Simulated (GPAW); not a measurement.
# Ge (Fmmm) in GPAW: settings compared

One crystal, Ge, is run at these levels: PBEsol, PBEsol+D3; tasks: relaxation of cell and atoms.

All numbers are computed with GPAW 26.7.0; they aren't measurements. Logs are shortened: lines on timing, memory, paths and dates and some standing lists are left out, and cuts for length are marked. The log counts tension as positive stress, the text compression.

**1. The structure**

It takes space group Fmmm (No. 69, orthorhombic). The conventional cell has a = 5.261 Å, b = 5.771 Å, c = 10.231 Å, α = 90.00°, β = 90.00°, γ = 90.00°. Ge (site symmetry m2m) has 5 Ge at 2.61 to 2.73 Å as nearest neighbours. Ge (site symmetry mm2) has 6 Ge at 2.71 to 2.96 Å as nearest neighbours.

This isn't the form of Ge at room conditions, which is diamond.

**2. Relaxation of cell and atoms, PBEsol**

Input file run.py:

```python
from ase import Atoms
from ase.filters import FrechetCellFilter
from ase.io import write
from ase.optimize import BFGS
from gpaw import GPAW, PW, setup_paths

setup_paths.insert(0, '.')

atoms = Atoms(['Ge', 'Ge', 'Ge', 'Ge'],
              cell=[[0.0, 2.88574, 5.115665],
                    [2.630497, 0.0, 5.115665],
                    [2.630497, 2.88574, 0.0]],
              scaled_positions=[[0.72649, 0.27351, 0.72649],
                                [0.27351, 0.72649, 0.27351],
                                [0.218133, 0.218133, 0.781867],
                                [0.781867, 0.781867, 0.218133]],
              pbc=True)

calc = GPAW(mode=PW(600),
            xc='PBEsol',
            kpts={'size': (5, 5, 5), 'gamma': True},
            occupations={'name': 'fermi-dirac', 'width': 0.05},
            nbands=18,
            convergence={'density': 1e-05, 'forces': 0.0001},
            maxiter=150,
            txt='gpaw.txt')
atoms.calc = calc
opt = BFGS(FrechetCellFilter(atoms), trajectory='relax.traj', logfile='-')
done = opt.run(fmax=0.02, steps=60)
calc.write('gs.gpw')
write('result.traj', atoms)
print('Converged:', done)
print('Cell:', atoms.cell.cellpar().round(4))
print('Volume:', round(atoms.get_volume(), 4))
print(atoms.get_scaled_positions().round(5))
```

Potentials or basis: PAW data sets generated in the run's folder for this functional, pw.

On the command line:

```console
gpaw-setup -f PBEsol Ge
OMP_NUM_THREADS=1 python run.py
```

gpaw.txt:

```text
__  _  _
 | _ |_)|_||  |
 |__||  | ||/\| - 26.7.0

Input parameters:
  mode=PW(ecut=600.0),
  convergence={'density': 1e-05, 'forces': 0.0001},
  kpts=MonkhorstPack(size=(5, 5, 5), gamma=True),
  maxiter=150,
  nbands=18,
  occupations=Occupations(name='fermi-dirac', width=0.05),
  xc=XC(name='PBEsol')

Diagonalizing LCAO Hamiltonian
Converting LCAO to pw mode

        Ge

         Ge

       Ge

        Ge

Atoms  # Å, Bohr magnetons
|   | symbol |        x |        y |        z |    initial magnetic moments |
|---|--------|----------|----------|----------|-----------------------------|
| 0 |     Ge | 2.630497 | 4.192923 | 5.115665 | ( 0.0000,  0.0000,  0.0000) |
| 1 |     Ge | 2.630497 | 1.578557 | 5.115665 | ( 0.0000,  0.0000,  0.0000) |
| 2 |     Ge | 2.630497 | 2.885740 | 2.231791 | ( 0.0000,  0.0000,  0.0000) |
| 3 |     Ge | 2.630497 | 2.885740 | 7.999539 | ( 0.0000,  0.0000,  0.0000) |

Unit cell  # Å
| periodic |        x |        y |        z |  lengths |    angles |
|----------|----------|----------|----------|----------|-----------|
|      yes | 0.000000 | 2.885740 | 5.115665 | 5.873459 | 72.057534 |
|      yes | 2.630497 | 0.000000 | 5.115665 | 5.752351 | 68.709205 |
|      yes | 2.630497 | 2.885740 | 0.000000 | 3.904742 | 39.233262 |

Number of symmetries: 8
Symmetry operations  # r_c * U_cc + t_c -> r_c
|   | kind |            matrix            |
|---|------|------------------------------|
| 0 |  σ   |  1, 0, 0,  1, 0,-1,  1,-1, 0 |
| 1 |  E   |  1, 0, 0,  0, 1, 0,  0, 0, 1 |
| 2 |  C2  |  0, 1,-1,  1, 0,-1,  0, 0,-1 |
| 3 |  σ   |  0, 1,-1,  0, 1, 0, -1, 1, 0 |
| 4 |  C2  |  0,-1, 1,  0,-1, 0,  1,-1, 0 |
| 5 |  σ   |  0,-1, 1, -1, 0, 1,  0, 0, 1 |
| 6 |  i   | -1, 0, 0,  0,-1, 0,  0, 0,-1 |
| 7 |  C2  | -1, 0, 0, -1, 0, 1, -1, 1, 0 |
[... 191 lines left out ...]
Atoms  # Å, Bohr magnetons
|   | symbol |        x |        y |        z |    initial magnetic moments |
|---|--------|----------|----------|----------|-----------------------------|
| 0 |     Ge | 2.626440 | 4.185154 | 5.106802 | ( 0.0000,  0.0000,  0.0000) |
| 1 |     Ge | 2.626440 | 1.576308 | 5.106802 | ( 0.0000,  0.0000,  0.0000) |
| 2 |     Ge | 2.626440 | 2.880731 | 2.226739 | ( 0.0000,  0.0000,  0.0000) |
| 3 |     Ge | 2.626440 | 2.880731 | 7.986865 | ( 0.0000,  0.0000,  0.0000) |

Unit cell  # Å
| periodic |         x |        y |         z |  lengths |    angles |
|----------|-----------|----------|-----------|----------|-----------|
|      yes | -0.000000 | 2.880731 |  5.106802 | 5.863279 | 72.052775 |
|      yes |  2.626440 | 0.000000 |  5.106802 | 5.742614 | 68.711221 |
|      yes |  2.626440 | 2.880731 | -0.000000 | 3.898307 | 39.236004 |

Number of symmetries: 8
Symmetry operations  # r_c * U_cc + t_c -> r_c
|   | kind |            matrix            |
|---|------|------------------------------|
| 0 |  σ   |  1, 0, 0,  1, 0,-1,  1,-1, 0 |
| 1 |  E   |  1, 0, 0,  0, 1, 0,  0, 0, 1 |
| 2 |  C2  |  0, 1,-1,  1, 0,-1,  0, 0,-1 |
| 3 |  σ   |  0, 1,-1,  0, 1, 0, -1, 1, 0 |
| 4 |  C2  |  0,-1, 1,  0,-1, 0,  1,-1, 0 |
| 5 |  σ   |  0,-1, 1, -1, 0, 1,  0, 0, 1 |
| 6 |  i   | -1, 0, 0,  0,-1, 0,  0, 0,-1 |
| 7 |  C2  | -1, 0, 0, -1, 0, 1, -1, 1, 0 |
[... 190 lines left out ...]
Atoms  # Å, Bohr magnetons
|   | symbol |        x |        y |        z |    initial magnetic moments |
|---|--------|----------|----------|----------|-----------------------------|
| 0 |     Ge | 2.582993 | 4.102951 | 5.012270 | ( 0.0000,  0.0000,  0.0000) |
| 1 |     Ge | 2.582993 | 1.552946 | 5.012270 | ( 0.0000,  0.0000,  0.0000) |
| 2 |     Ge | 2.582993 | 2.827949 | 2.172723 | ( 0.0000,  0.0000,  0.0000) |
| 3 |     Ge | 2.582993 | 2.827949 | 7.851817 | ( 0.0000,  0.0000,  0.0000) |

Unit cell  # Å
| periodic |        x |         y |        z |  lengths |    angles |
|----------|----------|-----------|----------|----------|-----------|
|      yes | 0.000000 |  2.827949 | 5.012270 | 5.755010 | 72.004957 |
|      yes | 2.582993 | -0.000000 | 5.012270 | 5.638679 | 68.726348 |
|      yes | 2.582993 |  2.827949 | 0.000000 | 3.830032 | 39.268695 |

Number of symmetries: 8
Symmetry operations  # r_c * U_cc + t_c -> r_c
|   | kind |            matrix            |
|---|------|------------------------------|
| 0 |  σ   |  1, 0, 0,  1, 0,-1,  1,-1, 0 |
| 1 |  E   |  1, 0, 0,  0, 1, 0,  0, 0, 1 |
| 2 |  C2  |  0, 1,-1,  1, 0,-1,  0, 0,-1 |
| 3 |  σ   |  0, 1,-1,  0, 1, 0, -1, 1, 0 |
[... 421 lines left out ...]
| periodic |        x |         y |         z |  lengths |    angles |
|----------|----------|-----------|-----------|----------|-----------|
|      yes | 0.000000 |  2.834398 |  5.020445 | 5.765300 | 72.013173 |
|      yes | 2.587036 | -0.000000 |  5.020445 | 5.647798 | 68.708128 |
|      yes | 2.587036 |  2.834398 | -0.000000 | 3.837521 | 39.278699 |

Number of symmetries: 8
Symmetry operations  # r_c * U_cc + t_c -> r_c
|   | kind |            matrix            |
|---|------|------------------------------|
| 0 |  σ   |  1, 0, 0,  1, 0,-1,  1,-1, 0 |
| 1 |  E   |  1, 0, 0,  0, 1, 0,  0, 0, 1 |
| 2 |  C2  |  0, 1,-1,  1, 0,-1,  0, 0,-1 |
| 3 |  σ   |  0, 1,-1,  0, 1, 0, -1, 1, 0 |
| 4 |  C2  |  0,-1, 1,  0,-1, 0,  1,-1, 0 |
| 5 |  σ   |  0,-1, 1, -1, 0, 1,  0, 0, 1 |
| 6 |  i   | -1, 0, 0,  0,-1, 0,  0, 0,-1 |
| 7 |  C2  | -1, 0, 0, -1, 0, 1, -1, 1, 0 |
[... 109 lines left out ...]
SCF iterations
|iter     | |      energy | eigst |  dens |force |
|---------|-|-------------|-------|-------|------|
|iter:   1| |  -18.991772 | -5.32 |       |      |
|iter:   2| |  -18.991770 | -7.79c| -3.31 |      |
|iter:   3| |  -18.991754c| -6.86 | -3.34 |      |
|iter:   4| |  -18.991755c| -8.30c| -4.10 |      |
|iter:   5| |  -18.991754c| -8.09c| -4.63 |      |
|iter:   6| |  -18.991754c| -8.60c| -4.85 |      |
|iter:   7| |  -18.991754c| -9.46c| -5.42c|      |
|iter:   8| |  -18.991754c|-10.05c| -6.50c|-4.90c|

Converged in 8 steps
Energy contributions relative to reference atoms: (reference = -228223.039753)

Energy contributions:
  Kinetic:          36.998539
  Coulomb:         -32.225092
  Zero:             -0.016220
  External:          0.000000
  Xc:              -23.739420
  Entropy:          -0.019122
  Spinorbit:         0.000000
  ----------------------------
  Free energy:     -19.001315
  Extrapolated:    -18.991754
[... 26 lines left out ...]
No gap
No difference between direct/indirect transitions

Stress tensor  # eV/Ang^3
|        x |         y |         z |
|----------|-----------|-----------|
| 0.001018 |  0.000000 |  0.000000 |
| 0.000000 | -0.002684 | -0.000000 |
| 0.000000 | -0.000000 |  0.002029 |

Forces  # eV/Ang
|        x |        y |        z |
|----------|----------|----------|
|  0.00000 | -0.02093 |  0.00000 |  # Ge   0
|  0.00000 |  0.02093 | -0.00000 |  # Ge   1
| -0.00000 |  0.00000 | -0.00447 |  # Ge   2
|  0.00000 | -0.00000 |  0.00447 |  # Ge   3
[... 11 lines left out ...]
Atoms  # Å, Bohr magnetons
|   | symbol |        x |        y |        z |    initial magnetic moments |
|---|--------|----------|----------|----------|-----------------------------|
| 0 |     Ge | 2.578021 | 4.130994 | 4.987312 | ( 0.0000,  0.0000,  0.0000) |
| 1 |     Ge | 2.578021 | 1.582386 | 4.987312 | ( 0.0000,  0.0000,  0.0000) |
| 2 |     Ge | 2.578021 | 2.856690 | 2.160193 | ( 0.0000,  0.0000,  0.0000) |
| 3 |     Ge | 2.578021 | 2.856690 | 7.814431 | ( 0.0000,  0.0000,  0.0000) |

Unit cell  # Å
| periodic |         x |         y |         z |  lengths |    angles |
|----------|-----------|-----------|-----------|----------|-----------|
|      yes | -0.000000 |  2.856690 |  4.987312 | 5.747517 | 72.082554 |
|      yes |  2.578021 | -0.000000 |  4.987312 | 5.614220 | 68.346676 |
|      yes |  2.578021 |  2.856690 | -0.000000 | 3.847969 | 39.570770 |

Number of symmetries: 8
Symmetry operations  # r_c * U_cc + t_c -> r_c
|   | kind |            matrix            |
|---|------|------------------------------|
| 0 |  σ   |  1, 0, 0,  1, 0,-1,  1,-1, 0 |
| 1 |  E   |  1, 0, 0,  0, 1, 0,  0, 0, 1 |
| 2 |  C2  |  0, 1,-1,  1, 0,-1,  0, 0,-1 |
| 3 |  σ   |  0, 1,-1,  0, 1, 0, -1, 1, 0 |
| 4 |  C2  |  0,-1, 1,  0,-1, 0,  1,-1, 0 |
| 5 |  σ   |  0,-1, 1, -1, 0, 1,  0, 0, 1 |
| 6 |  i   | -1, 0, 0,  0,-1, 0,  0, 0,-1 |
| 7 |  C2  | -1, 0, 0, -1, 0, 1, -1, 1, 0 |
[... 109 lines left out ...]
SCF iterations
|iter     | |      energy | eigst |  dens |force |
|---------|-|-------------|-------|-------|------|
|iter:   1| |  -19.009317 | -2.07 |       |      |
|iter:   2| |  -19.006729 | -4.58 | -1.70 |      |
|iter:   3| |  -18.992943 | -3.62 | -1.73 |      |
|iter:   4| |  -18.992694 | -5.18 | -2.50 |      |
|iter:   5| |  -18.992629c| -5.87 | -3.02 |      |
|iter:   6| |  -18.992623c| -6.74 | -3.27 |      |
|iter:   7| |  -18.992623c| -7.97c| -3.85 |      |
|iter:   8| |  -18.992623c| -8.73c| -4.91 |      |
|iter:   9| |  -18.992623c| -9.57c| -5.54c|      |
|iter:  10| |  -18.992623c|-10.14c| -6.24c|-4.81c|

Converged in 10 steps
Energy contributions relative to reference atoms: (reference = -228223.039753)

Energy contributions:
  Kinetic:          37.369154
  Coulomb:         -32.515400
  Zero:             -0.016252
  External:          0.000000
  Xc:              -23.820053
  Entropy:          -0.020142
  Spinorbit:         0.000000
  ----------------------------
  Free energy:     -19.002694
  Extrapolated:    -18.992623
[... 54 lines left out ...]
Atoms  # Å, Bohr magnetons
|   | symbol |        x |        y |        z |    initial magnetic moments |
|---|--------|----------|----------|----------|-----------------------------|
| 0 |     Ge | 2.579956 | 4.129876 | 4.992899 | ( 0.0000,  0.0000,  0.0000) |
| 1 |     Ge | 2.579956 | 1.579023 | 4.992899 | ( 0.0000,  0.0000,  0.0000) |
| 2 |     Ge | 2.579956 | 2.854450 | 2.162953 | ( 0.0000,  0.0000,  0.0000) |
| 3 |     Ge | 2.579956 | 2.854450 | 7.822846 | ( 0.0000,  0.0000,  0.0000) |

Unit cell  # Å
| periodic |         x |         y |        z |  lengths |    angles |
|----------|-----------|-----------|----------|----------|-----------|
|      yes | -0.000000 |  2.854450 | 4.992899 | 5.751254 | 72.072289 |
|      yes |  2.579956 | -0.000000 | 4.992899 | 5.620073 | 68.394930 |
|      yes |  2.579956 |  2.854450 | 0.000000 | 3.847604 | 39.532781 |

Number of symmetries: 8
Symmetry operations  # r_c * U_cc + t_c -> r_c
|   | kind |            matrix            |
|---|------|------------------------------|
| 0 |  σ   |  1, 0, 0,  1, 0,-1,  1,-1, 0 |
| 1 |  E   |  1, 0, 0,  0, 1, 0,  0, 0, 1 |
| 2 |  C2  |  0, 1,-1,  1, 0,-1,  0, 0,-1 |
| 3 |  σ   |  0, 1,-1,  0, 1, 0, -1, 1, 0 |
| 4 |  C2  |  0,-1, 1,  0,-1, 0,  1,-1, 0 |
| 5 |  σ   |  0,-1, 1, -1, 0, 1,  0, 0, 1 |
| 6 |  i   | -1, 0, 0,  0,-1, 0,  0, 0,-1 |
| 7 |  C2  | -1, 0, 0, -1, 0, 1, -1, 1, 0 |
[... 172 lines left out ...]
Forces  # eV/Ang
|       x |        y |        z |
|---------|----------|----------|
| 0.00000 |  0.01034 | -0.00000 |  # Ge   0
| 0.00000 | -0.01034 |  0.00000 |  # Ge   1
| 0.00000 |  0.00000 | -0.01895 |  # Ge   2
| 0.00000 | -0.00000 |  0.01895 |  # Ge   3

# Writing to gs.gpw (mode='')
```

It took 4.5 min on 1 thread of Arm Neoverse V1, shared host; peak memory 0.27 GiB.

What came out:

* Free energy: -19.0028 eV
* Relaxed volume: 18.38 Å³/atom
* Relaxed cell: a = 5.751 Å, b = 5.620 Å, c = 3.848 Å, α = 72.07°, β = 68.39°, γ = 39.53°
* Space group after relaxing (to 0.05 Å): Fmmm (No. 69)
* Energy gained by relaxing: 13.8 meV/atom
* Ionic steps: 7
* Pressure after relaxing: 0.0 GPa
* Largest force after relaxing: 0.019 eV/Å
* Band gap on the k mesh: none (metal or under the smearing width)

Forces in eV/Å, atoms in the order of the input:
```
Ge   0.000  0.010  0.000
Ge   0.000 -0.010  0.000
Ge   0.000  0.000 -0.019
Ge   0.000  0.000  0.019
```

Step by step:
```
step  energy change (eV)  largest force (eV/Å)  pressure (GPa)  volume (Å³)
   1              0.0000                0.0831           -3.86        77.67
   2             -0.0094                0.0780           -3.55        77.28
   3             -0.0534                0.0195            0.44        73.22
   4             -0.0540                0.0213           -0.03        73.64
   5             -0.0541                0.0209           -0.02        73.63
   6             -0.0550                0.0204            0.11        73.46
   7             -0.0552                0.0189            0.02        73.54
```

Final structure:
```yaml
crystal:
  lattice:
    - [0.00000, 2.85445, 4.99290]
    - [2.57996, 0.00000, 4.99290]
    - [2.57996, 2.85445, 0.00000]
  atoms:
    - { symbol: Ge, position: [0.72341, 0.27659, 0.72341] }
    - { symbol: Ge, position: [0.27659, 0.72341, 0.27659] }
    - { symbol: Ge, position: [0.21660, 0.21660, 0.78340] }
    - { symbol: Ge, position: [0.78340, 0.78340, 0.21660] }
```

Levels at points of the mesh, in eV from the Fermi level:
```tsv
k point	band 5	band 6	band 7	band 8	band 9	band 10	band 11	band 12
(0.00, 0.00, 0.00)	-2.69	-2.40	-2.02	-1.82	-1.64	2.80	3.65	4.17
```

Caveat: later steps reuse the first step's grids; the program warned that so skewed a cell can give wrong results.

(Part 1 of 2 ends here.)
